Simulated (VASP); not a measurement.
# Mg in VASP: further runs

The runs below take Mg through work function, density of states, with PBE, SCAN0+ULG.

Program: VASP 6.6.1. These are calculated values, not measurements. Logs are shortened: lines on timing, memory, paths and dates and some standing lists are left out, and cuts for length are marked.

## 1. The cell of the first run

The cell holds a slab with vacuum, 4 atoms: a = 3.185 Å, b = 3.185 Å, c = 22.700 Å, α = 90.00°, β = 90.00°, γ = 120.00°.

The slab is cut from a database's or a generator's crystal, which needn't be the stable form of the element.

## 2. Work function, PBE (the (0 0 1) slab of Mg, cut from the database cell, not relaxed)

Input file INCAR:

```
SYSTEM = Mg
PREC = Accurate
ENCUT = 520
EDIFF = 1E-6
ISMEAR = 0
SIGMA = 0.05
LREAL = .FALSE.
LASPH = .TRUE.
NELM = 80
ALGO = Fast
ISIF = 2
LWAVE = .FALSE.
LCHARG = .TRUE.
LDIPOL = .TRUE.
IDIPOL = 3
DIPOL = 0.5 0.5 0.500
GGA = PE
LELF = .TRUE.
LVHAR = .TRUE.
LVACPOTAV = .TRUE.
```

Input file KPOINTS:

```
regular mesh
0
G
  10 10 1
  0 0 0
```

Input file POSCAR:

```
Mg
1.0
    3.1853886285      0.0000000000      0.0000000000
   -1.5926943142      2.7586274731      0.0000000000
    0.0000000000      0.0000000000     22.6998773267
Mg
4
Direct
    0.6666666667      0.3333333333      0.3303982613
    0.3333333333      0.6666666667      0.4437577670
    0.6666666666      0.3333333333      0.5562422330
    0.3333333333      0.6666666667      0.6696017387
```

Potentials or basis: VASP PAW PBE potentials, release 64 (Mg).

Run with:

```bash
$ cat potpaw_PBE.64/Mg/POTCAR > POTCAR
$ mpirun -np 1 vasp_std > vasp.out
```

OUTCAR:

```text
SYSTEM = Mg
   PREC = Accurate
   ENCUT = 520
   EDIFF = 1E-6
   ISMEAR = 0
   LREAL = .FALSE.
   LASPH = .TRUE.
   NELM = 80
   ISIF = 2
   GGA = PE

 ion  position               nearest neighbor table
   1  0.667  0.333  0.330-   2 3.16   2 3.16   2 3.16
   2  0.333  0.667  0.444-   3 3.15   3 3.15   3 3.15   1 3.16   1 3.16   1 3.16
   3  0.667  0.333  0.556-   2 3.15   2 3.15   2 3.15   4 3.16   4 3.16   4 3.16
   4  0.333  0.667  0.670-   3 3.16   3 3.16   3 3.16

  LATTYP: Found a hexagonal cell.
 ALAT       =     3.1853886285
 C/A-ratio  =     7.1262505063

  Lattice vectors:

 A1 = (   3.1853886285,   0.0000000000,   0.0000000000)
 A2 = (  -1.5926943142,   2.7586274731,   0.0000000000)
 A3 = (   0.0000000000,   0.0000000000,  22.6998773267)

Analysis of symmetry for initial positions (statically):
=====================================================================
 Subroutine PRICEL returns:
 Original cell was already a primitive cell.

 Routine SETGRP: Setting up the symmetry group for a
 hexagonal supercell.

 Subroutine GETGRP returns: Found 12 space group operations
 (whereof 12 operations were pure point group operations)
 out of a pool of 24 trial point group operations.

The static configuration has the point symmetry D_3d.

Analysis of symmetry for dynamics (positions and initial velocities):
=====================================================================
 Subroutine PRICEL returns:
 Original cell was already a primitive cell.

 Routine SETGRP: Setting up the symmetry group for a
 hexagonal supercell.

 Subroutine GETGRP returns: Found 12 space group operations
 (whereof 12 operations were pure point group operations)
 out of a pool of 24 trial point group operations.

The dynamic configuration has the point symmetry D_3d.

 Subroutine INISYM returns: Found 12 space group operations
 (whereof 12 operations are pure point group operations),
 and found     1 'primitive' translations

----------------------------------------------------------------------------------------

                                     Primitive cell

  volume of cell :     199.4706

  direct lattice vectors                    reciprocal lattice vectors
     3.185388629  0.000000000  0.000000000     0.313933437  0.181249554  0.000000000
    -1.592694314  2.758627473  0.000000000     0.000000000  0.362499109  0.000000000
     0.000000000  0.000000000 22.699877327     0.000000000  0.000000000  0.044053102
[... 88 lines left out ...]
   NELECT =       8.0000    total number of electrons
   NUPDOWN=      -1.0000    fix difference up-down
   EMIN   =  10.00;   EMAX   =-10.00  energy-range for DOS
   EFERMI =   0.00;   METHOD = LEGACY
   ISMEAR =     0;   SIGMA  =   0.05  broadening in eV -4-tet -1-fermi 0-gaus
   EFERMI_NEDOS =   21; number of points for ismear=-14 and -15
   IALGO  =     68    algorithm
   IMIX   =      4    mixing-type and parameters
     AMIX     =   0.40;   BMIX     =  1.00
     AMIX_MAG =   1.60;   BMIX_MAG =  1.00
  volume/ion in A,a.u.               =      49.87       336.52
  Fermi-wavevector in a.u.,A,eV,Ry     =   0.560375  1.058955  4.272498  0.314020
  Thomas-Fermi vector in A             =   1.596221
   LORBIT       =      0    0 simple, 1 ext, 2 COOP (PROOUT), +10 PAW based schemes
   GGA     = PE    functional components
   LHFCALC =     F    Hartree Fock is set to
   AEXX    =    0.0000 exact exchange contribution
   IVDW    =     0    specifies the selected vdW correction
   LEPSILON=     F    determine dielectric tensor
   LRPA    =     F    only Hartree local field effects (RPA)
 non-spin polarized calculation
 RMM-DIIS sequential band-by-band and
 Gauss-broadening in eV      SIGMA  =   0.05
  energy-cutoff  :      520.00
  volume of cell :      199.47
 maximum number of plane-waves:      5406
 NGX is ok and might be reduce to    24
   NGX = 11   NGY = 11   NGZ = 85

 number of electron       8.0000000 magnetization

 dipolmoment           0.000000      0.000000      0.000000 electrons x Angstroem

 Free energy of the ion-electron system (eV)
  ---------------------------------------------------
  ext. energy  EPLUGINS =         0.00000000
  ---------------------------------------------------
  free energy    TOTEN  =        -5.43200587 eV

  energy without entropy =       -5.42745875  energy(sigma->0) =       -5.42973231

 E-fermi :  -0.5928     XC(G=0):  -4.6829

 val. band max:       -0.9256750810   @ k =   0.4000   0.0000   0.0000
 cond. band min:      -0.5755153619   @ k =   0.4000   0.1000   0.0000
 fundamental gap:      0.3501597191
 Fermi energy:        -0.5928155591

 k-point     1 :       0.0000    0.0000    0.0000
  band No.  band energies     occupation
      1      -7.5156      2.00000
      2      -6.6574      2.00000
      3      -5.3532      2.00000
      4      -3.5310      2.00000
      5      -1.7811      2.00000
      6       0.4765      0.00000
      7       2.0212      0.00000
      8       3.0259      0.00000
[... 133 lines left out ...]
 k-point    14 :       0.3000    0.3000    0.0000
  band No.  band energies     occupation
      1      -2.3301      2.00000
      2      -1.5297      2.00000
      3      -0.5366      0.11164
      4      -0.5334      0.09307
      5      -0.4229      0.00000
      6       0.2502      0.00000
      7       0.6254      0.00000
      8       1.7399      0.00000

------------------------ aborting loop because EDIFF is reached ----------------------------------------

  FORCE on cell =-STRESS in cart. coord.  units (eV):
  Direction    XX          YY          ZZ          XY          YZ          ZX
  --------------------------------------------------------------------------------------
  -------------------------------------------------------------------------------------
  Total       -0.9334343     -0.9334343      1.1346366     -0.0000000     -0.0000000     -0.0000000
  in kB       -7.4974803     -7.4974803      9.1135664     -0.0000000     -0.0000000     -0.0000000
  external PRESSURE =      -1.9604647 kB  Pullay stress =       0.0000000 kB

 VOLUME and BASIS-vectors are now :
 -----------------------------------------------------------------------------
  energy-cutoff  :      520.00
  volume of cell :      199.47
      direct lattice vectors                 reciprocal lattice vectors
     3.185388629  0.000000000  0.000000000     0.313933437  0.181249554  0.000000000
    -1.592694314  2.758627473  0.000000000     0.000000000  0.362499109  0.000000000
     0.000000000  0.000000000 22.699877327     0.000000000  0.000000000  0.044053102

 POSITION                                       TOTAL-FORCE (eV/Angst)
 -----------------------------------------------------------------------------------
      1.59269      0.91954      7.50000         0.000000     -0.000000     -0.122614
     -0.00000      1.83908     10.07325        -0.000000     -0.000000     -0.075348
      1.59269      0.91954     12.62663        -0.000000      0.000000      0.075348
     -0.00000      1.83908     15.19988        -0.000000      0.000000      0.122614
 -----------------------------------------------------------------------------------
    total drift:                               -0.000000      0.000000     -0.000000

  FREE ENERGIE OF THE ION-ELECTRON SYSTEM (eV)
  ---------------------------------------------------
  free  energy   TOTEN  =        -5.4320058719 eV

  energy  without entropy=       -5.4274587521  energy(sigma->0) =       -5.42973231

 vacuum level on the upper side and lower side of the slab         3.000         3.000
```

stdout:

```text
POSCAR found type information on POSCAR Mg
 POSCAR found :  1 types and       4 ions
 scaLAPACK will be used
 LDA part: xc-table for (Slater+PW92), standard interpolation
 POSCAR, INCAR and KPOINTS ok, starting setup
 FFT: planning ... GRIDC
 FFT: planning ... GRID_SOFT
 FFT: planning ... GRID
 WAVECAR not read
 entering main loop
 -----------------------------------------------------------------------------
|                                                                             |
|           W    W    AA    RRRRR   N    N  II  N    N   GGGG   !!!           |
|           W    W   A  A   R    R  NN   N  II  NN   N  G    G  !!!           |
|           W    W  A    A  R    R  N N  N  II  N N  N  G       !!!           |
|           W WW W  AAAAAA  RRRRR   N  N N  II  N  N N  G  GGG   !            |
|           WW  WW  A    A  R   R   N   NN  II  N   NN  G    G                |
|           W    W  A    A  R    R  N    N  II  N    N   GGGG   !!!           |
|                                                                             |
|     Did not find any points to average over, which means that no vacuum     |
|     field-free region was found. Please increase the size of  your cell     |
|     in the dimension of the dipole correction to obtain accurate            |
|     workfunction values.                                                    |
|                                                                             |
 -----------------------------------------------------------------------------
```

It took 32 s on 1 thread of Intel Xeon Platinum 8375C at 2.90GHz (Ice Lake), shared host; peak memory 0.29 GiB.

Results:

| Quantity | Value |
| --- | --- |
| Free energy | -5.4320 eV |
| Largest force | 0.123 eV/Å |
| Band gap on the k mesh | none (metal or under the smearing width) |
| Work function of the upper face | 3.59 eV |
| Work function of the lower face | 3.59 eV |

Forces on the atoms (eV/Å):
```
Mg   0.000  0.000 -0.123
Mg   0.000  0.000 -0.075
Mg   0.000  0.000  0.075
Mg   0.000  0.000  0.123
```

[end of part 1 of 2]
